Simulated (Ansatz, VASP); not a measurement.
# Two plane-wave programs on Ge

```
CELL_PARAMETERS angstrom
0.00000 2.82173 2.82173
2.82173 0.00000 2.82173
2.82173 2.82173 0.00000
ATOMIC_POSITIONS crystal
Ge 0.00000 0.00000 0.00000
Ge 0.25000 0.25000 0.25000
```

Alike in both runs: task single point; functional PBE; k mesh 14 × 14 × 14; occupations gaussian, width 0.1 eV; no spin polarisation.

```csv
,VASP,Ansatz
version,VASP 6.6.1,Ansatz 0.2.0
potentials or method,"VASP PAW PBE potentials, release 64 (Ge_d)","scalar-relativistic, plane waves, PAW"
plane-wave cutoff (eV),520,420
valence electrons in the cell,28,28
```

```tsv
	VASP	Ansatz	Ansatz less VASP
gap on the k mesh at the Fermi level (eV)	0.10	0.10	-0.005
least direct gap on the mesh (eV)	0.10	0.10	-0.005
pressure (GPa)	4.1	4.2	+0.11
```
